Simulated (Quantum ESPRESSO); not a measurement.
# BeTe (F-43m) in Quantum ESPRESSO: further runs

Runs on BeTe. Level: PBE+D3(BJ). Tasks: single point, equation of state.

Everything below comes from runs of Quantum ESPRESSO 7.5. Logs are shortened: lines on timing, memory, paths and dates and some standing lists are left out, and cuts for length are marked.

## Step 1: The structure

Symmetry: F-43m, No. 216, cubic system. The conventional cell has a = 5.540 Å, b = 5.540 Å, c = 5.540 Å, α = 90.00°, β = 90.00°, γ = 90.00°. Te (site symmetry -43m) has 4 Be at 2.40 Å as nearest neighbours. Be (site symmetry -43m) has 4 Te at 2.40 Å as nearest neighbours.

## Step 2: Single point, PBE+D3(BJ), 19.98 Å³/atom

File pw.in:

```
&CONTROL
  calculation = 'scf'
  prefix = 'pwscf'
  outdir = './tmp'
  pseudo_dir = './pseudo'
  tprnfor = .true.
  tstress = .true.
  disk_io = 'nowf'
/
&SYSTEM
  ibrav = 0
  nat = 2
  ntyp = 2
  ecutwfc = 88
  nbnd = 16
  occupations = 'smearing'
  smearing = 'fd'
  degauss = 0.00367493
  vdw_corr = 'grimme-d3'
  dftd3_version = 4
/
&ELECTRONS
  conv_thr = 4d-10
  electron_maxstep = 120
  mixing_beta = 0.5
/
ATOMIC_SPECIES
Te   127.6000 Te.upf
Be     9.0122 Be.upf
CELL_PARAMETERS angstrom
   0.0000000000    2.7134535211    2.7134535211
   2.7134535211    0.0000000000    2.7134535211
   2.7134535211    2.7134535211    0.0000000000
ATOMIC_POSITIONS crystal
Te     0.7500000000    0.7500000000    0.7500000000
Be     0.0000000000    0.0000000000    0.0000000000
K_POINTS automatic
8 8 8 0 0 0
```

Potentials or basis: PseudoDojo 0.4.1 SR PBE standard.

Command:

```console
$ OMP_NUM_THREADS=1 pw.x -in pw.in > pw.out
```

pw.out:

```text
This program is part of the open-source Quantum ESPRESSO suite
     for quantum simulation of materials; please cite
[... 9 lines left out ...]
     --------------------
     sticks:   dense  smooth     PW     G-vecs:    dense   smooth      PW
     Sum        1285    1285    379                30155    30155    4813

     Using Slab Decomposition

     bravais-lattice index     =            0
     lattice parameter (alat)  =       7.2516  a.u.
     unit-cell volume          =     269.6459 (a.u.)^3
     number of atoms/cell      =            2
     number of atomic types    =            2
     number of electrons       =        20.00
     number of Kohn-Sham states=           16
     kinetic-energy cutoff     =      88.0000  Ry
     charge density cutoff     =     352.0000  Ry
     scf convergence threshold =      4.0E-10
     mixing beta               =       0.5000
     number of iterations used =            8  plain     mixing
     Exchange-correlation= PBE
                           (   1   4   3   4   0   0   0)

     celldm(1)=   7.251640  celldm(2)=   0.000000  celldm(3)=   0.000000
     celldm(4)=   0.000000  celldm(5)=   0.000000  celldm(6)=   0.000000

     crystal axes: (cart. coord. in units of alat)
               a(1) = (   0.000000   0.707107   0.707107 )
               a(2) = (   0.707107   0.000000   0.707107 )
               a(3) = (   0.707107   0.707107   0.000000 )

     reciprocal axes: (cart. coord. in units 2 pi/alat)
               b(1) = ( -0.707107  0.707107  0.707107 )
               b(2) = (  0.707107 -0.707107  0.707107 )
               b(3) = (  0.707107  0.707107 -0.707107 )

     PseudoPot. # 1 for Te read from file:
     Te.upf
     Pseudo is Norm-conserving + core correction, Zval = 16.0
     Generated using ONCVPSP code by D. R. Hamann
     Using radial grid of 1294 points,  6 beta functions with:
                l(1) =   0
                l(2) =   0
                l(3) =   1
                l(4) =   1
                l(5) =   2
                l(6) =   2

     PseudoPot. # 2 for Be read from file:
     Be.upf
     Pseudo is Norm-conserving, Zval =  4.0
     Generated using ONCVPSP code by D. R. Hamann
     Using radial grid of 1358 points,  4 beta functions with:
                l(1) =   0
                l(2) =   0
                l(3) =   1
                l(4) =   1

     atomic species   valence    mass     pseudopotential
     Te               16.00   127.60000     Te( 1.00)
     Be                4.00     9.01220     Be( 1.00)

     24 Sym. Ops. (no inversion) found

   Cartesian axes

     site n.     atom                  positions (alat units)
         1        Te     tau(   1) = (   1.0606602   1.0606602   1.0606602  )
         2        Be     tau(   2) = (   0.0000000   0.0000000   0.0000000  )

     --------------------------------------------
     DFT-D3 Dispersion Correction (3-body terms):
     --------------------------------------------
       Reference C6 values for interpolation:

         atom   Coordination number   C6
         Be         0.000           514.97
         Be         0.981           271.69
         Be         1.970           110.27
         Te         0.000           851.07
         Te         0.981           850.20
         Te         1.964           837.16

       Values used:

         atom   Coordination number  R0_AB[au]  C6      C8
         Te         5.045            3.676    837.16  84978.05
         Be         4.002            2.927    110.27   4913.22

         Molecular C6 ( Ry / a.u.^6 ) =      1551.94

     number of k points=    29  Fermi-Dirac smearing, width (Ry)=  0.0037
                       cart. coord. in units 2pi/alat
        k(    1) = (   0.0000000   0.0000000   0.0000000), wk =   0.0039062
        k(    2) = (   0.0883883   0.0883883  -0.0883883), wk =   0.0312500
        k(    3) = (   0.1767767   0.1767767  -0.1767767), wk =   0.0312500
        k(    4) = (   0.2651650   0.2651650  -0.2651650), wk =   0.0312500
        k(    5) = (  -0.3535534  -0.3535534   0.3535534), wk =   0.0156250
        k(    6) = (   0.1767767   0.0000000   0.0000000), wk =   0.0234375
[... 21 lines left out ...]
        k(   28) = (  -0.7071068   0.1767767  -0.0000000), wk =   0.0468750
        k(   29) = (  -0.7071068   0.3535534   0.0000000), wk =   0.0234375

     Dense  grid:    30155 G-vectors     FFT dimensions: (  45,  45,  45)

     Initial potential from superposition of free atoms

     starting charge      19.9996, renormalised to      20.0000
     Starting wfcs are   11 randomized atomic wfcs +    5 random wfcs

     Self-consistent Calculation

     iteration #  1     ecut=    88.00 Ry     beta= 0.50
     Davidson diagonalization with overlap
     ethr =  1.00E-02,  avg # of iterations =  4.9

     Threshold (ethr) on eigenvalues was too large:
     Diagonalizing with lowered threshold

     Davidson diagonalization with overlap
     ethr =  2.43E-04,  avg # of iterations =  3.0

     total energy              =    -237.71870219 Ry
     estimated scf accuracy    <       0.04978279 Ry

     iteration #  2     ecut=    88.00 Ry     beta= 0.50
     Davidson diagonalization with overlap
     ethr =  2.49E-04,  avg # of iterations =  1.1

     total energy              =    -237.72208901 Ry
     estimated scf accuracy    <       0.00477259 Ry

     iteration #  3     ecut=    88.00 Ry     beta= 0.50
     Davidson diagonalization with overlap
     ethr =  2.39E-05,  avg # of iterations =  3.7

     total energy              =    -237.72234328 Ry
     estimated scf accuracy    <       0.00038467 Ry

     iteration #  4     ecut=    88.00 Ry     beta= 0.50
     Davidson diagonalization with overlap
     ethr =  1.92E-06,  avg # of iterations =  4.6

     total energy              =    -237.72237502 Ry
     estimated scf accuracy    <       0.00001280 Ry

     iteration #  5     ecut=    88.00 Ry     beta= 0.50
     Davidson diagonalization with overlap
     ethr =  6.40E-08,  avg # of iterations =  2.0

     total energy              =    -237.72237642 Ry
     estimated scf accuracy    <       0.00000047 Ry

     iteration #  6     ecut=    88.00 Ry     beta= 0.50
     Davidson diagonalization with overlap
     ethr =  2.33E-09,  avg # of iterations =  2.0

     total energy              =    -237.72237648 Ry
     estimated scf accuracy    <       0.00000002 Ry

     iteration #  7     ecut=    88.00 Ry     beta= 0.50
     Davidson diagonalization with overlap
     ethr =  8.47E-11,  avg # of iterations =  2.0

     total energy              =    -237.72237649 Ry
     estimated scf accuracy    <          9.4E-10 Ry

     iteration #  8     ecut=    88.00 Ry     beta= 0.50
     Davidson diagonalization with overlap
     ethr =  4.71E-12,  avg # of iterations =  2.0

     End of self-consistent calculation

          k = 0.0000 0.0000 0.0000 (  3719 PWs)   bands (ev):

   -90.7862 -27.2060 -27.2060 -27.2060 -27.1872 -27.1872  -3.7255   9.3635
     9.3635   9.3635  12.9096  12.9096  12.9096  14.0533  18.0451  20.0913

          k = 0.0884 0.0884-0.0884 (  3758 PWs)   bands (ev):

   -90.7862 -27.2055 -27.2052 -27.2052 -27.1871 -27.1871  -3.5535   7.8974
     9.0763   9.0763  13.0844  13.3167  13.3167  15.2351  18.4406  18.9453

          k = 0.1768 0.1768-0.1768 (  3744 PWs)   bands (ev):

   -90.7862 -27.2043 -27.2035 -27.2035 -27.1867 -27.1867  -3.0721   5.6473
     8.5614   8.5614  12.9623  13.9000  13.9000  17.0227  18.6560  18.6566

          k = 0.2652 0.2652-0.2652 (  3768 PWs)   bands (ev):

   -90.7862 -27.2032 -27.2022 -27.2022 -27.1860 -27.1860  -2.4370   3.8337
     8.1762   8.1762  12.8292  13.9873  13.9873  17.3670  19.8945  19.9087

          k =-0.3536-0.3536 0.3536 (  3750 PWs)   bands (ev):

   -90.7862 -27.2027 -27.2017 -27.2017 -27.1856 -27.1856  -2.0889   3.0807
     8.0395   8.0395  12.7803  13.9268  13.9268  17.2583  20.9612  21.5699

          k = 0.1768 0.0000 0.0000 (  3747 PWs)   bands (ev):

   -90.7862 -27.2063 -27.2044 -27.2044 -27.1877 -27.1866  -3.4959   8.2213
     8.5603   8.5603  12.4944  14.0483  14.0483  14.9912  17.6678  18.9662

          k = 0.2652 0.0884-0.0884 (  3752 PWs)   bands (ev):

   -90.7862 -27.2059 -27.2027 -27.2027 -27.1879 -27.1859  -3.1156   6.3477
     7.9989   8.2346  12.6583  14.2909  14.8778  15.3786  18.4227  19.5978

          k = 0.3536 0.1768-0.1768 (  3777 PWs)   bands (ev):

   -90.7862 -27.2045 -27.2014 -27.2012 -27.1874 -27.1853  -2.5164   4.4510
     7.6722   7.6778  12.9165  14.3118  15.0093  16.0301  19.4220  20.3838

          k =-0.2652-0.4419 0.4419 (  3756 PWs)   bands (ev):

   -90.7862 -27.2030 -27.2012 -27.2006 -27.1864 -27.1853  -2.0238   3.3300
     7.2033   7.6783  12.9998  14.2295  14.6906  17.4685  19.4817  21.4867

          k =-0.1768-0.3536 0.3536 (  3749 PWs)   bands (ev):

   -90.7862 -27.2025 -27.2017 -27.2011 -27.1862 -27.1858  -2.1447   3.5826
     7.0063   7.9905  13.2231  14.2802  14.3934  17.7314  19.4016  19.7346

          k =-0.0884-0.2652 0.2652 (  3753 PWs)   bands (ev):

   -90.7862 -27.2037 -27.2026 -27.2022 -27.1871 -27.1859  -2.7310   5.0286
     7.1630   8.5265  13.4912  14.0358  14.4622  16.5950  17.8680  19.6568

          k = 0.0000-0.1768 0.1768 (  3757 PWs)   bands (ev):

   -90.7862 -27.2051 -27.2044 -27.2035 -27.1875 -27.1865  -3.2769   6.8411
     7.8395   9.0449  13.4287  13.5135  14.0257  15.9502  17.8147  18.8718

          k = 0.3536 0.0000 0.0000 (  3767 PWs)   bands (ev):

   -90.7862 -27.2071 -27.2007 -27.2007 -27.1888 -27.1851  -2.8495   6.2416
     7.3789   7.3789  11.8119  13.8100  16.1878  16.1878  18.9527  20.7077

          k = 0.4419 0.0884-0.0884 (  3768 PWs)   bands (ev):

   -90.7862 -27.2067 -27.1990 -27.1989 -27.1890 -27.1844  -2.3460   4.9586
     6.7310   7.0137  11.9749  13.5745  16.5775  16.8154  20.6652  21.3932

          k =-0.1768-0.5303 0.5303 (  3759 PWs)   bands (ev):

   -90.7862 -27.2049 -27.1988 -27.1982 -27.1883 -27.1845  -1.8388   3.9128
     5.9273   7.0016  12.1972  15.0449  16.4003  16.5297  20.3675  21.8745

          k =-0.0884-0.4419 0.4419 (  3753 PWs)   bands (ev):

   -90.7862 -27.2031 -27.1999 -27.1988 -27.1871 -27.1856  -1.7611   3.8047
     5.4380   7.3422  12.5461  15.9609  16.1657  17.4259  18.4756  19.4191

          k = 0.0000-0.3536 0.3536 (  3759 PWs)   bands (ev):

   -90.7862 -27.2022 -27.2017 -27.2005 -27.1868 -27.1860  -2.1974   4.4955
     5.7010   7.9437  13.1464  15.0788  15.8579  16.5227  17.9473  19.8113

          k = 0.5303-0.0000 0.0000 (  3756 PWs)   bands (ev):

   -90.7862 -27.2079 -27.1969 -27.1969 -27.1900 -27.1835  -1.9791   4.4539
     6.5690   6.5690  11.2756  12.3600  18.4622  18.4622  20.9742  22.5943

          k =-0.0884-0.6187 0.6187 (  3762 PWs)   bands (ev):

   -90.7862 -27.2072 -27.1963 -27.1961 -27.1899 -27.1834  -1.6022   3.9221
     5.8176   6.4773  11.5151  12.7238  18.7151  18.7517  21.1523  22.5286

          k = 0.0000-0.5303 0.5303 (  3779 PWs)   bands (ev):

   -90.7862 -27.2052 -27.1975 -27.1968 -27.1888 -27.1844  -1.5057   4.0557
     4.8399   6.7582  11.9006  14.7502  17.7508  18.2501  19.1005  20.3160

          k =-0.7071 0.0000 0.0000 (  3812 PWs)   bands (ev):

   -90.7862 -27.2082 -27.1953 -27.1953 -27.1905 -27.1829  -1.4828   3.6340
     6.2880   6.2880  11.0593  11.8821  19.9083  19.9083  21.7557  23.7035

          k = 0.3536 0.1768 0.0000 (  3762 PWs)   bands (ev):

   -90.7862 -27.2055 -27.2012 -27.2008 -27.1881 -27.1853  -2.6691   5.4186
     6.7323   7.9259  12.9275  14.6415  14.7340  16.0146  18.9800  20.5068

          k =-0.2652-0.4419 0.6187 (  3759 PWs)   bands (ev):

   -90.7862 -27.2038 -27.2010 -27.1991 -27.1876 -27.1851  -2.0966   4.1702
     6.1612   7.3850  13.4187  14.2133  15.5673  16.6719  19.7120  20.3611

          k =-0.1768-0.3536 0.5303 (  3748 PWs)   bands (ev):

   -90.7862 -27.2023 -27.2016 -27.1984 -27.1871 -27.1853  -1.7945   3.5664
     6.0598   7.1198  13.5344  13.9406  16.4795  17.5869  18.1998  21.5196

          k =-0.1768-0.5303 0.7071 (  3748 PWs)   bands (ev):

   -90.7862 -27.2061 -27.1985 -27.1969 -27.1892 -27.1841  -1.8813   4.3430
     5.9709   6.5107  12.4416  13.3789  16.3792  18.4274  20.6721  21.6243

          k =-0.0884-0.4419 0.6187 (  3766 PWs)   bands (ev):

   -90.7862 -27.2041 -27.1995 -27.1962 -27.1885 -27.1846  -1.5574   4.0516
     5.1997   6.3161  12.9599  14.8709  15.9017  17.8415  19.4587  22.1264

          k = 0.0000-0.3536 0.5303 (  3771 PWs)   bands (ev):

   -90.7862 -27.2022 -27.2015 -27.1970 -27.1878 -27.1853  -1.6683   4.1816
     5.0194   6.7204  13.4503  15.0488  15.8823  17.5615  18.6765  20.4404

          k =-0.7071 0.1768-0.0000 (  3762 PWs)   bands (ev):

   -90.7862 -27.2063 -27.1972 -27.1953 -27.1897 -27.1837  -1.4580   3.8641
     5.7359   5.9056  12.2534  12.9439  18.2303  18.4030  21.1464  22.2606

          k =-0.7071 0.3536 0.0000 (  3736 PWs)   bands (ev):

   -90.7862 -27.2021 -27.2014 -27.1953 -27.1886 -27.1848  -1.4326   4.2846
     5.0506   5.5944  14.7261  14.8763  15.2329  16.0572  21.0669  22.0855

     the Fermi energy is    10.2113 ev

!    total energy              =    -237.72237649 Ry
     estimated scf accuracy    <          2.2E-10 Ry
     smearing contrib. (-TS)   =      -0.00000000 Ry
     internal energy E=F+TS    =    -237.72237649 Ry

     The total energy is F=E-TS. E is the sum of the following terms:
     one-electron contribution =    -109.22149025 Ry
     hartree contribution      =      57.39813895 Ry
     xc contribution           =     -54.23429357 Ry
     ewald contribution        =    -131.61207736 Ry
     DFT-D3 Dispersion         =      -0.05265427 Ry

     convergence has been achieved in   8 iterations

     Forces acting on atoms (cartesian axes, Ry/au):

     atom    1 type  1   force =     0.00000000    0.00000000   -0.00000000
     atom    2 type  2   force =    -0.00000000    0.00000000    0.00000000

     Total force =     0.000000     Total SCF correction =     0.000000

     Computing stress (Cartesian axis) and pressure

          total   stress  (Ry/bohr**3)                   (kbar)     P=       67.47
   0.00045864  -0.00000000  -0.00000000           67.47       -0.00       -0.00
  -0.00000000   0.00045864   0.00000000           -0.00       67.47        0.00
  -0.00000000   0.00000000   0.00045864           -0.00        0.00       67.47

=------------------------------------------------------------------------------=
   JOB DONE.
=------------------------------------------------------------------------------=
```

It took 28 s on 1 thread of Arm Neoverse V1, shared host; peak memory 0.09 GiB.

Results:

```
Free energy            : -3234.3777 eV
Pressure               : 6.7 GPa
Band gap on the k mesh : 1.70 eV, indirect (least direct gap 3.55 eV)
```

Caveat: spin-orbit coupling is left out, which moves the levels of the heavy elements.

## Step 3: Single point, PBE+D3(BJ), 20.40 Å³/atom

Changes to pw.in since step 2:

```diff
@@ -30,5 +30,5 @@
 CELL_PARAMETERS angstrom
-   0.0000000000    2.7134535211    2.7134535211
-   2.7134535211    0.0000000000    2.7134535211
-   2.7134535211    2.7134535211    0.0000000000
+   0.0000000000    2.7325629784    2.7325629784
+   2.7325629784    0.0000000000    2.7325629784
+   2.7325629784    2.7325629784    0.0000000000
 ATOMIC_POSITIONS crystal
```

Potentials or basis: PseudoDojo 0.4.1 SR PBE standard.

Command:

```console
$ OMP_NUM_THREADS=1 pw.x -in pw.in > pw.out
```

It took 28 s on 1 thread of Arm Neoverse V1, shared host; peak memory 0.09 GiB.

The run converged. Its results:

- Free energy: -3234.4088 eV
- Pressure: 5.0 GPa
- Band gap on the k mesh: 1.76 eV, indirect (least direct gap 3.57 eV)

Caveat: spin-orbit coupling is left out, which moves the levels of the heavy elements.

## Step 4: Single point, PBE+D3(BJ), 20.83 Å³/atom

Changes to pw.in since step 3:

```diff
@@ -30,5 +30,5 @@
 CELL_PARAMETERS angstrom
-   0.0000000000    2.7325629784    2.7325629784
-   2.7325629784    0.0000000000    2.7325629784
-   2.7325629784    2.7325629784    0.0000000000
+   0.0000000000    2.7514088358    2.7514088358
+   2.7514088358    0.0000000000    2.7514088358
+   2.7514088358    2.7514088358    0.0000000000
 ATOMIC_POSITIONS crystal
```

Command:

```console
$ OMP_NUM_THREADS=1 pw.x -in pw.in > pw.out
```

Wall time 28 s (1 thread of Arm Neoverse V1, shared host); peak memory 0.09 GiB.

It converged, with:

```
Free energy            : -3234.4309 eV
Pressure               : 3.4 GPa
Band gap on the k mesh : 1.81 eV, indirect (least direct gap 3.59 eV)
```

Caveat: spin-orbit coupling is left out, which moves the levels of the heavy elements.

## Step 5: Single point, PBE+D3(BJ), 21.25 Å³/atom

Changes to pw.in since step 4:

```diff
@@ -30,5 +30,5 @@
 CELL_PARAMETERS angstrom
-   0.0000000000    2.7514088358    2.7514088358
-   2.7514088358    0.0000000000    2.7514088358
-   2.7514088358    2.7514088358    0.0000000000
+   0.0000000000    2.7700000000    2.7700000000
+   2.7700000000    0.0000000000    2.7700000000
+   2.7700000000    2.7700000000    0.0000000000
 ATOMIC_POSITIONS crystal
```

Command:

```console
$ OMP_NUM_THREADS=1 pw.x -in pw.in > pw.out
```

Run time: 29 s. Hardware: 1 thread of Arm Neoverse V1, shared host; peak memory 0.09 GiB.

It converged, with:

```yaml
Free_energy: -3234.4449 eV
Pressure: 1.9 GPa
Band_gap_on_the_k_mesh: 1.87 eV, indirect (least direct gap 3.61 eV)
```

Caveat: spin-orbit coupling is left out, which moves the levels of the heavy elements.

## Step 6: Single point, PBE+D3(BJ), 21.68 Å³/atom

Changes to pw.in since step 5:

```diff
@@ -30,5 +30,5 @@
 CELL_PARAMETERS angstrom
-   0.0000000000    2.7700000000    2.7700000000
-   2.7700000000    0.0000000000    2.7700000000
-   2.7700000000    2.7700000000    0.0000000000
+   0.0000000000    2.7883449055    2.7883449055
+   2.7883449055    0.0000000000    2.7883449055
+   2.7883449055    2.7883449055    0.0000000000
 ATOMIC_POSITIONS crystal
```

Potentials or basis: PseudoDojo 0.4.1 SR PBE standard.

Command:

```console
$ OMP_NUM_THREADS=1 pw.x -in pw.in > pw.out
```

Run time: 29 s. Hardware: 1 thread of Arm Neoverse V1, shared host; peak memory 0.09 GiB.

It converged, with:

```
Free energy            : -3234.4515 eV
Pressure               : 0.6 GPa
Band gap on the k mesh : 1.92 eV, indirect (least direct gap 3.62 eV)
```

Caveat: spin-orbit coupling is left out, which moves the levels of the heavy elements.

## Step 7: Single point, PBE+D3(BJ), 22.10 Å³/atom

Changes to pw.in since step 6:

```diff
@@ -30,5 +30,5 @@
 CELL_PARAMETERS angstrom
-   0.0000000000    2.7883449055    2.7883449055
-   2.7883449055    0.0000000000    2.7883449055
-   2.7883449055    2.7883449055    0.0000000000
+   0.0000000000    2.8064515486    2.8064515486
+   2.8064515486    0.0000000000    2.8064515486
+   2.8064515486    2.8064515486    0.0000000000
 ATOMIC_POSITIONS crystal
```

Command:

```console
$ OMP_NUM_THREADS=1 pw.x -in pw.in > pw.out
```

Wall time 30 s (1 thread of Arm Neoverse V1, shared host); peak memory 0.09 GiB.

The run converged. Its results:

```yaml
Free_energy: -3234.4515 eV
Pressure: -0.6 GPa
Band_gap_on_the_k_mesh: 1.96 eV, indirect (least direct gap 3.64 eV)
```

Caveat: spin-orbit coupling is left out, which moves the levels of the heavy elements.

## Step 8: Single point, PBE+D3(BJ), 22.53 Å³/atom

Changes to pw.in since step 7:

```diff
@@ -30,5 +30,5 @@
 CELL_PARAMETERS angstrom
-   0.0000000000    2.8064515486    2.8064515486
-   2.8064515486    0.0000000000    2.8064515486
-   2.8064515486    2.8064515486    0.0000000000
+   0.0000000000    2.8243275181    2.8243275181
+   2.8243275181    0.0000000000    2.8243275181
+   2.8243275181    2.8243275181    0.0000000000
 ATOMIC_POSITIONS crystal
```

Command:

```console
$ OMP_NUM_THREADS=1 pw.x -in pw.in > pw.out
```

It took 29 s on 1 thread of Arm Neoverse V1, shared host; peak memory 0.09 GiB.

The run converged. Its results:

* Free energy: -3234.4453 eV
* Pressure: -1.7 GPa
* Band gap on the k mesh: 2.01 eV, indirect (least direct gap 3.65 eV)

Caveat: spin-orbit coupling is left out, which moves the levels of the heavy elements.

## Step 9: Equation of state, PBE+D3(BJ)

Potentials or basis: PseudoDojo 0.4.1 SR PBE standard.

This step only gathers the single runs of the series.

What came out:

```
Equilibrium volume                      : 21.89 Å³/atom
Bulk modulus                            : 62 GPa
Pressure derivative of the bulk modulus : 4.0
```

Energy against volume, from the lowest point:
| volume (Å³/atom) | energy (meV/atom) |
| --- | --- |
| 19.979 | 36.92 |
| 20.404 | 21.37 |
| 20.829 | 10.31 |
| 21.254 | 3.31 |
| 21.679 | 0.00 |
| 22.104 | 0.04 |
| 22.529 | 3.10 |
